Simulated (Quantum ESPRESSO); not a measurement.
# P (P2/m) in Quantum ESPRESSO: equation of state

How stiff is P in PBE, and what volume does it want? The cell is scaled to several volumes.

Everything below comes from runs of Quantum ESPRESSO 7.5. Logs are shortened: lines on timing, memory, paths and dates and some standing lists are left out, and cuts for length are marked.

## 1. The structure

Symmetry: P2/m, No. 10, monoclinic system. Conventional cell: a = 2.425 Å, b = 2.439 Å, c = 4.852 Å, α = 90.00°, β = 90.24°, γ = 90.00°. Around P (site symmetry m) lie 6 P at 2.42 to 2.44 Å.

This isn't the form of P at room conditions, which is orthorhombic.

## 2. Single point, PBE, 13.48 Å³/atom

File pw.in:

```
&CONTROL
  calculation = 'scf'
  prefix = 'pwscf'
  outdir = './tmp'
  pseudo_dir = './pseudo'
  tprnfor = .true.
  tstress = .true.
  disk_io = 'nowf'
/
&SYSTEM
  ibrav = 0
  nat = 2
  ntyp = 1
  ecutwfc = 55
  ecutrho = 440
  nbnd = 10
  occupations = 'smearing'
  smearing = 'fd'
  degauss = 0.00367493
/
&ELECTRONS
  conv_thr = 4d-10
  electron_maxstep = 120
  mixing_beta = 0.5
/
ATOMIC_SPECIES
P     30.9738 P.pbe-n-rrkjus_psl.1.0.0.UPF
CELL_PARAMETERS angstrom
   2.3751966695    0.0000000000    0.0000000000
   0.0000000000    2.3887551529    0.0000000000
  -0.0198997659    0.0000000000    4.7533758606
ATOMIC_POSITIONS crystal
P      0.0000000300    0.0000000000    0.7494253600
P      0.9999999700    0.0000000000    0.2505746400
K_POINTS automatic
11 11 6 0 0 0
```

Potentials or basis: SSSP 1.3 efficiency PBE.

On the command line:

```bash
$ OMP_NUM_THREADS=1 pw.x -in pw.in > pw.out
```

pw.out:

```text
This program is part of the open-source Quantum ESPRESSO suite
     for quantum simulation of materials; please cite
[... 9 lines left out ...]
     --------------------
     sticks:   dense  smooth     PW     G-vecs:    dense   smooth      PW
     Sum         711     349    111                28339    10001    1793

     Using Slab Decomposition

     bravais-lattice index     =            0
     lattice parameter (alat)  =       4.4885  a.u.
     unit-cell volume          =     181.9994 (a.u.)^3
     number of atoms/cell      =            2
     number of atomic types    =            1
     number of electrons       =        10.00
     number of Kohn-Sham states=           10
     kinetic-energy cutoff     =      55.0000  Ry
     charge density cutoff     =     440.0000  Ry
     scf convergence threshold =      4.0E-10
     mixing beta               =       0.5000
     number of iterations used =            8  plain     mixing
     Exchange-correlation= PBE
                           (   1   4   3   4   0   0   0)

     celldm(1)=   4.488471  celldm(2)=   0.000000  celldm(3)=   0.000000
     celldm(4)=   0.000000  celldm(5)=   0.000000  celldm(6)=   0.000000

     crystal axes: (cart. coord. in units of alat)
               a(1) = (   1.000000   0.000000   0.000000 )
               a(2) = (   0.000000   1.005708   0.000000 )
               a(3) = (  -0.008378   0.000000   2.001256 )

     reciprocal axes: (cart. coord. in units 2 pi/alat)
               b(1) = (  1.000000 -0.000000  0.004186 )
               b(2) = (  0.000000  0.994324 -0.000000 )
               b(3) = (  0.000000  0.000000  0.499686 )

     PseudoPot. # 1 for P  read from file:
     P.pbe-n-rrkjus_psl.1.0.0.UPF
     Pseudo is Ultrasoft + core correction, Zval =  5.0
     Generated using "atomic" code by A. Dal Corso  v.5.1
     Using radial grid of 1147 points,  6 beta functions with:
                l(1) =   0
                l(2) =   0
                l(3) =   1
                l(4) =   1
                l(5) =   2
                l(6) =   2
     Q(r) pseudized with 0 coefficients

     atomic species   valence    mass     pseudopotential
     P                 5.00    30.97380     P ( 1.00)

      4 Sym. Ops., with inversion, found

   Cartesian axes

     site n.     atom                  positions (alat units)
         1        P      tau(   1) = (  -0.0062788   0.0000000   1.4997918  )
         2        P      tau(   2) = (   0.9979006   0.0000000   0.5014639  )

     number of k points=   204  Fermi-Dirac smearing, width (Ry)=  0.0037

     Number of k-points >= 100: set verbosity='high' to print them.

     Dense  grid:    28339 G-vectors     FFT dimensions: (  30,  32,  60)

     Smooth grid:    10001 G-vectors     FFT dimensions: (  24,  24,  45)

     Initial potential from superposition of free atoms

     starting charge       9.9997, renormalised to      10.0000
     Starting wfcs are    8 randomized atomic wfcs +    2 random wfcs

     Self-consistent Calculation

     iteration #  1     ecut=    55.00 Ry     beta= 0.50
     Davidson diagonalization with overlap
     ethr =  1.00E-02,  avg # of iterations =  6.8

     Threshold (ethr) on eigenvalues was too large:
     Diagonalizing with lowered threshold

     Davidson diagonalization with overlap
     ethr =  1.20E-04,  avg # of iterations =  4.4

     total energy              =     -28.06748315 Ry
     estimated scf accuracy    <       0.01234862 Ry

     iteration #  2     ecut=    55.00 Ry     beta= 0.50
     Davidson diagonalization with overlap
     ethr =  1.23E-04,  avg # of iterations =  1.1

     total energy              =     -28.06774735 Ry
     estimated scf accuracy    <       0.00305596 Ry

     iteration #  3     ecut=    55.00 Ry     beta= 0.50
     Davidson diagonalization with overlap
     ethr =  3.06E-05,  avg # of iterations =  1.7

     total energy              =     -28.06777599 Ry
     estimated scf accuracy    <       0.00000676 Ry

     iteration #  4     ecut=    55.00 Ry     beta= 0.50
     Davidson diagonalization with overlap
     c_bands:  2 eigenvalues not converged
     c_bands:  1 eigenvalues not converged
     ethr =  6.76E-08,  avg # of iterations =  5.2

     total energy              =     -28.06778083 Ry
     estimated scf accuracy    <       0.00000190 Ry

     iteration #  5     ecut=    55.00 Ry     beta= 0.50
     Davidson diagonalization with overlap
     ethr =  1.90E-08,  avg # of iterations =  1.5

     total energy              =     -28.06778111 Ry
     estimated scf accuracy    <       0.00000003 Ry

     iteration #  6     ecut=    55.00 Ry     beta= 0.50
     Davidson diagonalization with overlap
     ethr =  2.71E-10,  avg # of iterations =  3.2

     total energy              =     -28.06778112 Ry
     estimated scf accuracy    <          4.7E-09 Ry

     iteration #  7     ecut=    55.00 Ry     beta= 0.50
     Davidson diagonalization with overlap
     ethr =  4.69E-11,  avg # of iterations =  1.8

     End of self-consistent calculation

     Number of k-points >= 100: set verbosity='high' to print the bands.

     the Fermi energy is    12.1578 ev

!    total energy              =     -28.06778112 Ry
     estimated scf accuracy    <          2.5E-10 Ry
     smearing contrib. (-TS)   =      -0.00044621 Ry
     internal energy E=F+TS    =     -28.06733491 Ry

     The total energy is F=E-TS. E is the sum of the following terms:
     one-electron contribution =      11.67926312 Ry
     hartree contribution      =       0.74902262 Ry
     xc contribution           =      -8.95611402 Ry
     ewald contribution        =     -31.53950664 Ry

     convergence has been achieved in   7 iterations

     Forces acting on atoms (cartesian axes, Ry/au):

     atom    1 type  1   force =     0.00000588    0.00000000    0.00070008
     atom    2 type  1   force =    -0.00000588    0.00000000   -0.00070008

     Total force =     0.000990     Total SCF correction =     0.000028

     Computing stress (Cartesian axis) and pressure

          total   stress  (Ry/bohr**3)                   (kbar)     P=      108.70
   0.00077093   0.00000000   0.00001534          113.41        0.00        2.26
   0.00000000   0.00066049   0.00000000            0.00       97.16        0.00
   0.00001534   0.00000000   0.00078529            2.26        0.00      115.52

=------------------------------------------------------------------------------=
   JOB DONE.
=------------------------------------------------------------------------------=
```

Run time: 29 s. Hardware: 1 thread of Arm Neoverse V2, shared host; peak memory 0.16 GiB.

What came out:

```yaml
Free_energy: -381.8816 eV
Pressure: 10.9 GPa
Largest_force: 0.018 eV/Å
Band_gap_on_the_k_mesh: none (metal or under the smearing width)
```

## 3. Single point, PBE, 13.77 Å³/atom

pw.in: that of step 2 with these lines changed.

```diff
@@ -28,5 +28,5 @@
 CELL_PARAMETERS angstrom
-   2.3751966695    0.0000000000    0.0000000000
-   0.0000000000    2.3887551529    0.0000000000
-  -0.0198997659    0.0000000000    4.7533758606
+   2.3919239577    0.0000000000    0.0000000000
+   0.0000000000    2.4055779265    0.0000000000
+  -0.0200399097    0.0000000000    4.7868514414
 ATOMIC_POSITIONS crystal
```

Potentials or basis: SSSP 1.3 efficiency PBE.

On the command line:

```bash
$ OMP_NUM_THREADS=1 pw.x -in pw.in > pw.out
```

Run time: 31 s. Hardware: 1 thread of Arm Neoverse V2, shared host; peak memory 0.16 GiB.

It converged, with:

| Property | Result |
| --- | --- |
| Free energy | -381.9151 eV |
| Pressure | 7.9 GPa |
| Largest force | 0.014 eV/Å |
| Band gap on the k mesh | none (metal or under the smearing width) |

## 4. Single point, PBE, 14.06 Å³/atom

pw.in: that of step 3 with these lines changed.

```diff
@@ -28,5 +28,5 @@
 CELL_PARAMETERS angstrom
-   2.3919239577    0.0000000000    0.0000000000
-   0.0000000000    2.4055779265    0.0000000000
-  -0.0200399097    0.0000000000    4.7868514414
+   2.4084205063    0.0000000000    0.0000000000
+   0.0000000000    2.4221686434    0.0000000000
+  -0.0201781203    0.0000000000    4.8198652532
 ATOMIC_POSITIONS crystal
```

On the command line:

```bash
$ OMP_NUM_THREADS=1 pw.x -in pw.in > pw.out
```

It took 30 s on 1 thread of Arm Neoverse V2, shared host; peak memory 0.17 GiB.

The run converged. Its results:

```
Free energy            : -381.9384 eV
Pressure               : 5.1 GPa
Largest force          : 0.010 eV/Å
Band gap on the k mesh : none (metal or under the smearing width)
```

## 5. Single point, PBE, 14.35 Å³/atom

pw.in: that of step 4 with these lines changed.

```diff
@@ -28,5 +28,5 @@
 CELL_PARAMETERS angstrom
-   2.4084205063    0.0000000000    0.0000000000
-   0.0000000000    2.4221686434    0.0000000000
-  -0.0201781203    0.0000000000    4.8198652532
+   2.4246941115    0.0000000000    0.0000000000
+   0.0000000000    2.4385351442    0.0000000000
+  -0.0203144631    0.0000000000    4.8524328982
 ATOMIC_POSITIONS crystal
```

On the command line:

```bash
$ OMP_NUM_THREADS=1 pw.x -in pw.in > pw.out
```

Wall time 31 s (1 thread of Arm Neoverse V2, shared host); peak memory 0.17 GiB.

The run converged. Its results:

* Free energy: -381.9516 eV
* Pressure: 2.4 GPa
* Largest force: 0.006 eV/Å
* Band gap on the k mesh: none (metal or under the smearing width)

## 6. Single point, PBE, 14.63 Å³/atom

pw.in: that of step 5 with these lines changed.

```diff
@@ -28,5 +28,5 @@
 CELL_PARAMETERS angstrom
-   2.4246941115    0.0000000000    0.0000000000
-   0.0000000000    2.4385351442    0.0000000000
-  -0.0203144631    0.0000000000    4.8524328982
+   2.4407521564    0.0000000000    0.0000000000
+   0.0000000000    2.4546848542    0.0000000000
+  -0.0204489999    0.0000000000    4.8845691519
 ATOMIC_POSITIONS crystal
```

Potentials or basis: SSSP 1.3 efficiency PBE.

On the command line:

```bash
$ OMP_NUM_THREADS=1 pw.x -in pw.in > pw.out
```

pw.out:

```text
This program is part of the open-source Quantum ESPRESSO suite
     for quantum simulation of materials; please cite
[... 9 lines left out ...]
     --------------------
     sticks:   dense  smooth     PW     G-vecs:    dense   smooth      PW
     Sum         749     373    121                30877    10875    1925

     Using Slab Decomposition

     bravais-lattice index     =            0
     lattice parameter (alat)  =       4.6124  a.u.
     unit-cell volume          =     197.4887 (a.u.)^3
     number of atoms/cell      =            2
     number of atomic types    =            1
     number of electrons       =        10.00
     number of Kohn-Sham states=           10
     kinetic-energy cutoff     =      55.0000  Ry
     charge density cutoff     =     440.0000  Ry
     scf convergence threshold =      4.0E-10
     mixing beta               =       0.5000
     number of iterations used =            8  plain     mixing
     Exchange-correlation= PBE
                           (   1   4   3   4   0   0   0)

     celldm(1)=   4.612353  celldm(2)=   0.000000  celldm(3)=   0.000000
     celldm(4)=   0.000000  celldm(5)=   0.000000  celldm(6)=   0.000000

     crystal axes: (cart. coord. in units of alat)
               a(1) = (   1.000000   0.000000   0.000000 )
               a(2) = (   0.000000   1.005708   0.000000 )
               a(3) = (  -0.008378   0.000000   2.001256 )

     reciprocal axes: (cart. coord. in units 2 pi/alat)
               b(1) = (  1.000000 -0.000000  0.004186 )
               b(2) = (  0.000000  0.994324 -0.000000 )
               b(3) = (  0.000000  0.000000  0.499686 )

     PseudoPot. # 1 for P  read from file:
     P.pbe-n-rrkjus_psl.1.0.0.UPF
     Pseudo is Ultrasoft + core correction, Zval =  5.0
     Generated using "atomic" code by A. Dal Corso  v.5.1
     Using radial grid of 1147 points,  6 beta functions with:
                l(1) =   0
                l(2) =   0
                l(3) =   1
                l(4) =   1
                l(5) =   2
                l(6) =   2
     Q(r) pseudized with 0 coefficients

     atomic species   valence    mass     pseudopotential
     P                 5.00    30.97380     P ( 1.00)

      4 Sym. Ops., with inversion, found

   Cartesian axes

     site n.     atom                  positions (alat units)
         1        P      tau(   1) = (  -0.0062788   0.0000000   1.4997918  )
         2        P      tau(   2) = (   0.9979006   0.0000000   0.5014639  )

     number of k points=   204  Fermi-Dirac smearing, width (Ry)=  0.0037

     Number of k-points >= 100: set verbosity='high' to print them.

     Dense  grid:    30877 G-vectors     FFT dimensions: (  32,  32,  64)

     Smooth grid:    10875 G-vectors     FFT dimensions: (  24,  24,  45)

     Initial potential from superposition of free atoms

     starting charge       9.9997, renormalised to      10.0000
     Starting wfcs are    8 randomized atomic wfcs +    2 random wfcs

     Self-consistent Calculation

     iteration #  1     ecut=    55.00 Ry     beta= 0.50
     Davidson diagonalization with overlap
     ethr =  1.00E-02,  avg # of iterations =  6.9

     Threshold (ethr) on eigenvalues was too large:
     Diagonalizing with lowered threshold

     Davidson diagonalization with overlap
     ethr =  9.91E-05,  avg # of iterations =  4.9

     total energy              =     -28.07288639 Ry
     estimated scf accuracy    <       0.01002699 Ry

     iteration #  2     ecut=    55.00 Ry     beta= 0.50
     Davidson diagonalization with overlap
     ethr =  1.00E-04,  avg # of iterations =  1.0

     total energy              =     -28.07319723 Ry
     estimated scf accuracy    <       0.00255947 Ry

     iteration #  3     ecut=    55.00 Ry     beta= 0.50
     Davidson diagonalization with overlap
     c_bands:  1 eigenvalues not converged
     ethr =  2.56E-05,  avg # of iterations =  1.6

     total energy              =     -28.07322105 Ry
     estimated scf accuracy    <       0.00000315 Ry

     iteration #  4     ecut=    55.00 Ry     beta= 0.50
     Davidson diagonalization with overlap
     c_bands:  1 eigenvalues not converged
     c_bands:  1 eigenvalues not converged
     c_bands:  1 eigenvalues not converged
     ethr =  3.15E-08,  avg # of iterations =  5.1

     total energy              =     -28.07322507 Ry
     estimated scf accuracy    <       0.00000065 Ry

     iteration #  5     ecut=    55.00 Ry     beta= 0.50
     Davidson diagonalization with overlap
     ethr =  6.46E-09,  avg # of iterations =  2.1

     total energy              =     -28.07322520 Ry
     estimated scf accuracy    <       0.00000002 Ry

     iteration #  6     ecut=    55.00 Ry     beta= 0.50
     Davidson diagonalization with overlap
     ethr =  1.93E-10,  avg # of iterations =  2.4

     total energy              =     -28.07322521 Ry
     estimated scf accuracy    <          2.8E-09 Ry

     iteration #  7     ecut=    55.00 Ry     beta= 0.50
     Davidson diagonalization with overlap
     ethr =  2.82E-11,  avg # of iterations =  2.1

     End of self-consistent calculation

     Number of k-points >= 100: set verbosity='high' to print the bands.

     the Fermi energy is    10.8216 ev

!    total energy              =     -28.07322521 Ry
     estimated scf accuracy    <          2.7E-10 Ry
     smearing contrib. (-TS)   =      -0.00050587 Ry
     internal energy E=F+TS    =     -28.07271934 Ry

     The total energy is F=E-TS. E is the sum of the following terms:
     one-electron contribution =      10.59830693 Ry
     hartree contribution      =       0.84886777 Ry
     xc contribution           =      -8.82749829 Ry
     ewald contribution        =     -30.69239575 Ry

     convergence has been achieved in   7 iterations

     Forces acting on atoms (cartesian axes, Ry/au):

     atom    1 type  1   force =     0.00000728    0.00000000    0.00012441
     atom    2 type  1   force =    -0.00000728    0.00000000   -0.00012441

     Total force =     0.000176     Total SCF correction =     0.000029
     SCF correction compared to forces is large: reduce conv_thr to get better values

     Computing stress (Cartesian axis) and pressure

          total   stress  (Ry/bohr**3)                   (kbar)     P=        0.08
   0.00007201   0.00000000   0.00001569           10.59        0.00        2.31
   0.00000000  -0.00001113   0.00000000            0.00       -1.64        0.00
   0.00001569   0.00000000  -0.00005929            2.31        0.00       -8.72

=------------------------------------------------------------------------------=
   JOB DONE.
=------------------------------------------------------------------------------=
```

Wall time 31 s (1 thread of Arm Neoverse V2, shared host); peak memory 0.17 GiB.

Results:

* Free energy: -381.9557 eV
* Pressure: 0.0 GPa
* Largest force: 0.003 eV/Å
* Band gap on the k mesh: none (metal or under the smearing width)

## 7. Single point, PBE, 14.92 Å³/atom

pw.in: that of step 6 with these lines changed.

```diff
@@ -28,5 +28,5 @@
 CELL_PARAMETERS angstrom
-   2.4407521564    0.0000000000    0.0000000000
-   0.0000000000    2.4546848542    0.0000000000
-  -0.0204489999    0.0000000000    4.8845691519
+   2.4566016405    0.0000000000    0.0000000000
+   0.0000000000    2.4706248129    0.0000000000
+  -0.0205817893    0.0000000000    4.9162880222
 ATOMIC_POSITIONS crystal
```

On the command line:

```bash
$ OMP_NUM_THREADS=1 pw.x -in pw.in > pw.out
```

Run time: 31 s. Hardware: 1 thread of Arm Neoverse V2, shared host; peak memory 0.18 GiB.

The run converged. Its results:

```
Free energy            : -381.9524 eV
Pressure               : -1.8 GPa
Band gap on the k mesh : none (metal or under the smearing width)
```

## 8. Single point, PBE, 15.21 Å³/atom

pw.in: that of step 7 with these lines changed.

```diff
@@ -28,5 +28,5 @@
 CELL_PARAMETERS angstrom
-   2.4566016405    0.0000000000    0.0000000000
-   0.0000000000    2.4706248129    0.0000000000
-  -0.0205817893    0.0000000000    4.9162880222
+   2.4722492065    0.0000000000    0.0000000000
+   0.0000000000    2.4863617010    0.0000000000
+  -0.0207128871    0.0000000000    4.9476028029
 ATOMIC_POSITIONS crystal
```

On the command line:

```bash
$ OMP_NUM_THREADS=1 pw.x -in pw.in > pw.out
```

Run time: 31 s. Hardware: 1 thread of Arm Neoverse V2, shared host; peak memory 0.18 GiB.

Results (log left out):

```
Free energy            : -381.9429 eV
Pressure               : -3.5 GPa
Band gap on the k mesh : none (metal or under the smearing width)
```

## 9. Equation of state, PBE

Potentials or basis: SSSP 1.3 efficiency PBE.

No new run: the results of the series are fitted here.

Results:

| Item | Value |
| --- | --- |
| Equilibrium volume | 14.65 Å³/atom |
| Bulk modulus at fixed shape and positions | 107 GPa |
| Pressure derivative of the bulk modulus | 5.5 (rough: it moves with the points fitted) |

Energy against volume, from the lowest point:
| volume (Å³/atom) | energy (meV/atom) |
| --- | --- |
| 13.485 | 37.04 |
| 13.772 | 20.30 |
| 14.059 | 8.65 |
| 14.345 | 2.05 |
| 14.632 | 0.00 |
| 14.919 | 1.67 |
| 15.206 | 6.40 |

Caveat: the cell was scaled at fixed shape and fractional positions, which overstates the stiffness of a crystal with free parameters, most of all of layers and chains.
